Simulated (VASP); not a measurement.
# GaAs: vacancy energy by DFT and by machine-learned force fields

GaAs, defect, 62 atoms in the cell. PBEsol, vacancy by machine-learned force field beside DFT; PAW potentials As, Ga (PBE set).

Atoms in the training cell: 64; Target temperature (K): 500; Atoms removed: As, Ga.

## Input

INCAR.step1:
```
SYSTEM = GaAs
PREC = Normal ; ENCUT = 280
EDIFF = 1E-7 ; ISMEAR = 0
SIGMA = 0.05 ; ALGO = Normal
LREAL = Auto ; LASPH = .TRUE.
NELM = 80 ; NELMIN = 4
LWAVE = .FALSE. ; LCHARG = .FALSE.
GGA = PS ; NCORE = 4
IBRION = 2 ; ISIF = 3
NSW = 40 ; EDIFFG = -0.005
```

INCAR.step2, as INCAR.step1 but for:
```
- EDIFF = 1E-7
- IBRION = 2
- ISIF = 3
- NSW = 40
- EDIFFG = -0.005
+ EDIFF = 1E-6
+ ISYM = 0
```

INCAR.step3, as INCAR.step2 but for:
```
+ IBRION = 2
+ ISIF = 2
+ NSW = 60
+ EDIFFG = -0.02
```

INCAR.step4:
```
SYSTEM = GaAs
ML_LMLFF = .TRUE. ; ML_MODE = run
LWAVE = .FALSE. ; LCHARG = .FALSE.
IBRION = -1 ; NSW = 0
ISYM = 0
```

INCAR.step5, as INCAR.step4 but for:
```
- IBRION = -1
- NSW = 0
+ IBRION = 2
+ ISIF = 2
+ NSW = 400
+ EDIFFG = -0.01
+ ML_IERR = 1
```

INCAR.step6:
```
SYSTEM = GaAs
PREC = Normal ; ENCUT = 280
EDIFF = 1E-6 ; ISMEAR = 0
SIGMA = 0.05 ; ALGO = Normal
LREAL = Auto ; LASPH = .TRUE.
NELM = 80 ; NELMIN = 4
LWAVE = .FALSE. ; LCHARG = .FALSE.
GGA = PS ; NCORE = 4
IBRION = 0 ; NSW = 2000
POTIM = 3 ; TEBEG = 250
TEEND = 650 ; ISYM = 0
MDALGO = 3 ; LANGEVIN_GAMMA = 10 10
ISIF = 2 ; RANDOM_SEED = 138976 0 0
ML_LMLFF = .TRUE. ; ML_MODE = train
NWRITE = 0 ; ML_MCONF = 900
ML_MB = 1600 ; ML_ICRITERIA = 0
ML_CTIFOR = 0.02
```

INCAR.step7:
```
SYSTEM = GaAs
ML_LMLFF = .TRUE. ; ML_MODE = refit
LWAVE = .FALSE. ; LCHARG = .FALSE.
```

KPOINTS:
```
k-points
0
Gamma
  1 1 1
```

POSCAR.step1:
```
GaAs
1.0
   11.3074000000      0.0000000000      0.0000000000
    0.0000000000     11.3074000000      0.0000000000
    0.0000000000      0.0000000000     11.3074000000
As Ga
31 31
Direct
    0.1250000000      0.6250000000      0.3750000000
    0.1250000000      0.3750000000      0.6250000000
    0.3750000000      0.3750000000      0.3750000000
    0.6250000000      0.6250000000      0.3750000000
    0.8750000000      0.8750000000      0.3750000000
    0.1250000000      0.1250000000      0.3750000000
    0.6250000000      0.3750000000      0.6250000000
    0.8750000000      0.6250000000      0.6250000000
    0.1250000000      0.8750000000      0.6250000000
    0.8750000000      0.3750000000      0.8750000000
    0.1250000000      0.6250000000      0.8750000000
    0.1250000000      0.3750000000      0.1250000000
    0.3750000000      0.8750000000      0.3750000000
    0.6250000000      0.1250000000      0.3750000000
    0.3750000000      0.6250000000      0.6250000000
    0.6250000000      0.8750000000      0.6250000000
    0.8750000000      0.1250000000      0.6250000000
    0.3750000000      0.3750000000      0.8750000000
    0.6250000000      0.6250000000      0.8750000000
    0.8750000000      0.8750000000      0.8750000000
    0.1250000000      0.1250000000      0.8750000000
    0.6250000000      0.3750000000      0.1250000000
    0.8750000000      0.6250000000      0.1250000000
    0.1250000000      0.8750000000      0.1250000000
    0.3750000000      0.1250000000      0.6250000000
    0.3750000000      0.8750000000      0.8750000000
    0.6250000000      0.1250000000      0.8750000000
    0.3750000000      0.6250000000      0.1250000000
    0.6250000000      0.8750000000      0.1250000000
    0.8750000000      0.1250000000      0.1250000000
    0.3750000000      0.1250000000      0.1250000000
    0.7500000000      0.2500000000      0.0000000000
    0.7500000000      0.0000000000      0.2500000000
    0.0000000000      0.0000000000      0.0000000000
    0.2500000000      0.2500000000      0.0000000000
    0.5000000000      0.5000000000      0.0000000000
    0.7500000000      0.7500000000      0.0000000000
    0.2500000000      0.0000000000      0.2500000000
    0.5000000000      0.2500000000      0.2500000000
    0.7500000000      0.5000000000      0.2500000000
    0.5000000000      0.0000000000      0.5000000000
    0.7500000000      0.2500000000      0.5000000000
    0.7500000000      0.0000000000      0.7500000000
    0.0000000000      0.5000000000      0.0000000000
    0.2500000000      0.7500000000      0.0000000000
    0.0000000000      0.2500000000      0.2500000000
    0.2500000000      0.5000000000      0.2500000000
    0.5000000000      0.7500000000      0.2500000000
    0.0000000000      0.0000000000      0.5000000000
    0.2500000000      0.2500000000      0.5000000000
    0.5000000000      0.5000000000      0.5000000000
    0.7500000000      0.7500000000      0.5000000000
    0.2500000000      0.0000000000      0.7500000000
    0.5000000000      0.2500000000      0.7500000000
    0.7500000000      0.5000000000      0.7500000000
    0.0000000000      0.7500000000      0.2500000000
    0.0000000000      0.5000000000      0.5000000000
    0.2500000000      0.7500000000      0.5000000000
    0.0000000000      0.2500000000      0.7500000000
    0.2500000000      0.5000000000      0.7500000000
    0.5000000000      0.7500000000      0.7500000000
    0.0000000000      0.7500000000      0.7500000000
```

POSCAR.step2:
```
GaAs
1.0
   11.3074000000      0.0000000000      0.0000000000
    0.0000000000     11.3074000000      0.0000000000
    0.0000000000      0.0000000000     11.3074000000
As Ga
32 32
Direct
    0.8750000000      0.3750000000      0.3750000000
    0.1250000000      0.6250000000      0.3750000000
    0.1250000000      0.3750000000      0.6250000000
    0.3750000000      0.3750000000      0.3750000000
    0.6250000000      0.6250000000      0.3750000000
    0.8750000000      0.8750000000      0.3750000000
    0.1250000000      0.1250000000      0.3750000000
    0.6250000000      0.3750000000      0.6250000000
    0.8750000000      0.6250000000      0.6250000000
    0.1250000000      0.8750000000      0.6250000000
    0.8750000000      0.3750000000      0.8750000000
    0.1250000000      0.6250000000      0.8750000000
    0.1250000000      0.3750000000      0.1250000000
    0.3750000000      0.8750000000      0.3750000000
    0.6250000000      0.1250000000      0.3750000000
    0.3750000000      0.6250000000      0.6250000000
    0.6250000000      0.8750000000      0.6250000000
    0.8750000000      0.1250000000      0.6250000000
    0.3750000000      0.3750000000      0.8750000000
    0.6250000000      0.6250000000      0.8750000000
    0.8750000000      0.8750000000      0.8750000000
    0.1250000000      0.1250000000      0.8750000000
    0.6250000000      0.3750000000      0.1250000000
    0.8750000000      0.6250000000      0.1250000000
    0.1250000000      0.8750000000      0.1250000000
    0.3750000000      0.1250000000      0.6250000000
    0.3750000000      0.8750000000      0.8750000000
    0.6250000000      0.1250000000      0.8750000000
    0.3750000000      0.6250000000      0.1250000000
    0.6250000000      0.8750000000      0.1250000000
    0.8750000000      0.1250000000      0.1250000000
    0.3750000000      0.1250000000      0.1250000000
    0.5000000000      0.0000000000      0.0000000000
    0.7500000000      0.2500000000      0.0000000000
    0.7500000000      0.0000000000      0.2500000000
    0.0000000000      0.0000000000      0.0000000000
    0.2500000000      0.2500000000      0.0000000000
    0.5000000000      0.5000000000      0.0000000000
    0.7500000000      0.7500000000      0.0000000000
    0.2500000000      0.0000000000      0.2500000000
    0.5000000000      0.2500000000      0.2500000000
    0.7500000000      0.5000000000      0.2500000000
    0.5000000000      0.0000000000      0.5000000000
    0.7500000000      0.2500000000      0.5000000000
    0.7500000000      0.0000000000      0.7500000000
    0.0000000000      0.5000000000      0.0000000000
    0.2500000000      0.7500000000      0.0000000000
    0.0000000000      0.2500000000      0.2500000000
    0.2500000000      0.5000000000      0.2500000000
    0.5000000000      0.7500000000      0.2500000000
    0.0000000000      0.0000000000      0.5000000000
    0.2500000000      0.2500000000      0.5000000000
    0.5000000000      0.5000000000      0.5000000000
    0.7500000000      0.7500000000      0.5000000000
    0.2500000000      0.0000000000      0.7500000000
    0.5000000000      0.2500000000      0.7500000000
    0.7500000000      0.5000000000      0.7500000000
    0.0000000000      0.7500000000      0.2500000000
    0.0000000000      0.5000000000      0.5000000000
    0.2500000000      0.7500000000      0.5000000000
    0.0000000000      0.2500000000      0.7500000000
    0.2500000000      0.5000000000      0.7500000000
    0.5000000000      0.7500000000      0.7500000000
    0.0000000000      0.7500000000      0.7500000000
```

POSCAR.step6:
```
GaAs
1.0
   11.307400000000      0.000000000000      0.000000000000
    0.000000000000     11.307400000000      0.000000000000
    0.000000000000      0.000000000000     11.307400000000
As Ga
31 31
Direct
    0.122472204110      0.622472261130      0.374570000135
    0.122472341175      0.374569916578      0.622472408854
    0.375325635212      0.374174163952      0.374174302907
    0.627593385468      0.623308634541      0.374769654918
    0.874174200883      0.875325786754      0.374174252545
    0.123308684347      0.127593554671      0.374769607472
    0.627593542284      0.374769439342      0.623308583857
    0.874569905297      0.622472255687      0.622472266216
    0.125804713281      0.875158338571      0.625804752329
    0.874174259666      0.374174171481      0.875325670279
    0.125804765536      0.625804633309      0.875158345722
    0.123308595081      0.374769454925      0.127593554464
    0.375378450245      0.875378541036      0.373165105173
    0.626879254261      0.126879345079      0.372290195046
    0.375158364387      0.625804644730      0.625804810945
    0.624911542863      0.875905957575      0.626923972696
    0.874769573290      0.127593572627      0.623308624074
    0.375378536579      0.373165006340      0.875378508425
    0.624911626578      0.626923792928      0.875905835040
    0.873165093770      0.875378560310      0.875378440396
    0.126923942608      0.124911576392      0.875905886953
    0.626879323962      0.372290210472      0.126879270109
    0.874769637723      0.623308585994      0.127593420300
    0.126923941981      0.875905938553      0.124911504738
    0.375905939309      0.124911540596      0.626923988626
    0.388125078476      0.888125035685      0.888125020642
    0.611351665875      0.111351608725      0.888324922150
    0.375905868303      0.626923806747      0.124911551833
    0.611351728911      0.888324689525      0.111351690206
    0.872290279545      0.126879384947      0.126879238940
    0.388324878940      0.111351636470      0.111351657092
    0.744325371707      0.244325371841      0.995033689990
    0.744325306284      0.995033731330      0.244325248845
    0.000923313666      0.000865713707      0.000865799725
    0.254345361981      0.244065713938      0.006049083258
    0.500865780251      0.500923357923      0.000865790851
    0.744065773587      0.754345271051      0.006049014824
    0.254345294329      0.006049068486      0.244065706433
    0.495033636640      0.244325402504      0.244325345280
    0.754104399697      0.493871964257      0.254104424457
    0.500865796640      0.000865721500      0.500923259997
    0.754104607441      0.254104592659      0.493871596662
    0.744065742149      0.006049077570      0.754345290094
    0.000072320171      0.500072307603      0.000008468102
    0.255446678629      0.755446684324      0.995738085267
    0.993871654828      0.254104612840      0.254104652982
    0.251164020910      0.500813410898      0.249208605790
    0.506048993533      0.754345281944      0.244065729536
    0.000072321667      0.000008423882      0.500072278018
    0.251164002373      0.249208639365      0.500813348991
    0.500008415647      0.500072307495      0.500072278086
    0.749208620268      0.751164122807      0.500813244082
    0.255446761298      0.995738083692      0.755446758862
    0.506049073383      0.244065702472      0.754345365635
    0.749208577001      0.500813346738      0.751164028908
    0.000813266770      0.751164137558      0.249208636993
    0.992572517082      0.492572535701      0.492572548967
    0.249947441096      0.749947474659      0.500129098344
    0.000813306780      0.249208626820      0.751164028771
    0.249947468963      0.500129112770      0.749947451455
    0.495738129592      0.755446684149      0.755446681041
    0.000129085692      0.749947471844      0.749947416673
```

POSCAR.step10:
```
GaAs
1.0
   22.6148000000      0.0000000000      0.0000000000
    0.0000000000     22.6148000000      0.0000000000
    0.0000000000      0.0000000000     22.6148000000
As Ga
256 256
Direct
    0.4375000000      0.1875000000      0.1875000000
    0.4375000000      0.1875000000      0.6875000000
    0.4375000000      0.6875000000      0.1875000000
    0.4375000000      0.6875000000      0.6875000000
    0.9375000000      0.1875000000      0.1875000000
    0.9375000000      0.1875000000      0.6875000000
    0.9375000000      0.6875000000      0.1875000000
    0.9375000000      0.6875000000      0.6875000000
    0.0625000000      0.3125000000      0.1875000000
    0.0625000000      0.3125000000      0.6875000000
    0.0625000000      0.8125000000      0.1875000000
    0.0625000000      0.8125000000      0.6875000000
    0.5625000000      0.3125000000      0.1875000000
    0.5625000000      0.3125000000      0.6875000000
    0.5625000000      0.8125000000      0.1875000000
    0.5625000000      0.8125000000      0.6875000000
    0.0625000000      0.1875000000      0.3125000000
    0.0625000000      0.1875000000      0.8125000000
    0.0625000000      0.6875000000      0.3125000000
    0.0625000000      0.6875000000      0.8125000000
    0.5625000000      0.1875000000      0.3125000000
    0.5625000000      0.1875000000      0.8125000000
    0.5625000000      0.6875000000      0.3125000000
    0.5625000000      0.6875000000      0.8125000000
    0.1875000000      0.1875000000      0.1875000000
    0.1875000000      0.1875000000      0.6875000000
    0.1875000000      0.6875000000      0.1875000000
    0.1875000000      0.6875000000      0.6875000000
    0.6875000000      0.1875000000      0.1875000000
    0.6875000000      0.1875000000      0.6875000000
    0.6875000000      0.6875000000      0.1875000000
    0.6875000000      0.6875000000      0.6875000000
    0.3125000000      0.3125000000      0.1875000000
    0.3125000000      0.3125000000      0.6875000000
    0.3125000000      0.8125000000      0.1875000000
    0.3125000000      0.8125000000      0.6875000000
    0.8125000000      0.3125000000      0.1875000000
    0.8125000000      0.3125000000      0.6875000000
    0.8125000000      0.8125000000      0.1875000000
    0.8125000000      0.8125000000      0.6875000000
    0.4375000000      0.4375000000      0.1875000000
    0.4375000000      0.4375000000      0.6875000000
    0.4375000000      0.9375000000      0.1875000000
    0.4375000000      0.9375000000      0.6875000000
    0.9375000000      0.4375000000      0.1875000000
    0.9375000000      0.4375000000      0.6875000000
    0.9375000000      0.9375000000      0.1875000000
    0.9375000000      0.9375000000      0.6875000000
    0.0625000000      0.0625000000      0.1875000000
    0.0625000000      0.0625000000      0.6875000000
    0.0625000000      0.5625000000      0.1875000000
    0.0625000000      0.5625000000      0.6875000000
    0.5625000000      0.0625000000      0.1875000000
    0.5625000000      0.0625000000      0.6875000000
    0.5625000000      0.5625000000      0.1875000000
    0.5625000000      0.5625000000      0.6875000000
    0.3125000000      0.1875000000      0.3125000000
    0.3125000000      0.1875000000      0.8125000000
    0.3125000000      0.6875000000      0.3125000000
    0.3125000000      0.6875000000      0.8125000000
    0.8125000000      0.1875000000      0.3125000000
    0.8125000000      0.1875000000      0.8125000000
    0.8125000000      0.6875000000      0.3125000000
    0.8125000000      0.6875000000      0.8125000000
    0.4375000000      0.3125000000      0.3125000000
    0.4375000000      0.3125000000      0.8125000000
    0.4375000000      0.8125000000      0.3125000000
    0.4375000000      0.8125000000      0.8125000000
    0.9375000000      0.3125000000      0.3125000000
[... 391 lines left out ...]
    0.5000000000      0.3750000000      0.1250000000
    0.5000000000      0.3750000000      0.6250000000
    0.5000000000      0.8750000000      0.1250000000
    0.5000000000      0.8750000000      0.6250000000
    0.0000000000      0.2500000000      0.2500000000
    0.0000000000      0.2500000000      0.7500000000
    0.0000000000      0.7500000000      0.2500000000
    0.0000000000      0.7500000000      0.7500000000
    0.5000000000      0.2500000000      0.2500000000
    0.5000000000      0.2500000000      0.7500000000
    0.5000000000      0.7500000000      0.2500000000
    0.5000000000      0.7500000000      0.7500000000
    0.1250000000      0.3750000000      0.2500000000
    0.1250000000      0.3750000000      0.7500000000
    0.1250000000      0.8750000000      0.2500000000
    0.1250000000      0.8750000000      0.7500000000
    0.6250000000      0.3750000000      0.2500000000
    0.6250000000      0.3750000000      0.7500000000
    0.6250000000      0.8750000000      0.2500000000
    0.6250000000      0.8750000000      0.7500000000
    0.0000000000      0.1250000000      0.3750000000
    0.0000000000      0.1250000000      0.8750000000
    0.0000000000      0.6250000000      0.3750000000
    0.0000000000      0.6250000000      0.8750000000
    0.5000000000      0.1250000000      0.3750000000
    0.5000000000      0.1250000000      0.8750000000
    0.5000000000      0.6250000000      0.3750000000
    0.5000000000      0.6250000000      0.8750000000
    0.1250000000      0.2500000000      0.3750000000
    0.1250000000      0.2500000000      0.8750000000
    0.1250000000      0.7500000000      0.3750000000
    0.1250000000      0.7500000000      0.8750000000
    0.6250000000      0.2500000000      0.3750000000
    0.6250000000      0.2500000000      0.8750000000
    0.6250000000      0.7500000000      0.3750000000
    0.6250000000      0.7500000000      0.8750000000
    0.2500000000      0.3750000000      0.3750000000
    0.2500000000      0.3750000000      0.8750000000
    0.2500000000      0.8750000000      0.3750000000
    0.2500000000      0.8750000000      0.8750000000
    0.7500000000      0.3750000000      0.3750000000
    0.7500000000      0.3750000000      0.8750000000
    0.7500000000      0.8750000000      0.3750000000
    0.7500000000      0.8750000000      0.8750000000
    0.0000000000      0.3750000000      0.3750000000
    0.0000000000      0.3750000000      0.8750000000
    0.0000000000      0.8750000000      0.3750000000
    0.0000000000      0.8750000000      0.8750000000
    0.5000000000      0.3750000000      0.3750000000
    0.5000000000      0.3750000000      0.8750000000
    0.5000000000      0.8750000000      0.3750000000
    0.5000000000      0.8750000000      0.8750000000
```

1 further input file isn't shown.

Commands (each step's output is kept before the next begins):
```
cat potpaw_PBE.64/As/POTCAR potpaw_PBE.64/Ga/POTCAR > POTCAR
cp INCAR.step1 INCAR
cp POSCAR.step1 POSCAR
mpirun -np 8 vasp_gam > vasp.out
cp INCAR.step2 INCAR
cp POSCAR.step2 POSCAR
mpirun -np 8 vasp_gam > vasp.out
cp INCAR.step3 INCAR
cp POSCAR.step1 POSCAR
mpirun -np 8 vasp_gam > vasp.out
cp ../ML_FF.fit ML_FF
cp INCAR.step4 INCAR
cp POSCAR.step2 POSCAR
mpirun -np 8 vasp_gam > vasp.out
cp INCAR.step5 INCAR
cp POSCAR.step1 POSCAR
mpirun -np 8 vasp_gam > vasp.out
cp ../ML_AB.train ML_AB
rm ML_FF
cp INCAR.step6 INCAR
cp POSCAR.step6 POSCAR
mpirun -np 8 vasp_gam > vasp.out
cp ML_ABN ML_AB
cp INCAR.step7 INCAR
cp POSCAR.step1 POSCAR
mpirun -np 8 vasp_gam > vasp.out
cp ML_FFN ML_FF
cp INCAR.step4 INCAR
cp POSCAR.step2 POSCAR
mpirun -np 8 vasp_gam > vasp.out
cp INCAR.step5 INCAR
cp POSCAR.step1 POSCAR
mpirun -np 8 vasp_gam > vasp.out
cp INCAR.step4 INCAR
cp POSCAR.step10 POSCAR
mpirun -np 8 vasp_gam > vasp.out
cp INCAR.step5 INCAR
cp POSCAR.step11 POSCAR
mpirun -np 8 vasp_gam > vasp.out
```

## Result

- Vacancy energy, DFT (eV): 3.62
- Field trained on the bulk alone (eV): 2.39
- Field trained on with the vacancy (eV): 3.56

Energy to make the vacancy (eV):

| Method | Energy | Sites in the cell | Largest spilling factor |
|---|---|---|---|
| DFT | 3.619 | 64 |  |
| Field trained on the bulk alone | 2.389 | 64 | 0.281 |
| Field trained on with the vacancy | 3.564 | 64 | 0.000 |
| The same field, larger cell | 3.558 | 512 | 0.000 |

More than one atom is removed, so that the rest keeps its composition.

VASP 6.6.1 took 3773 s on 8 cores (Intel Xeon 6975P-C (Granite Rapids)), a shared host.
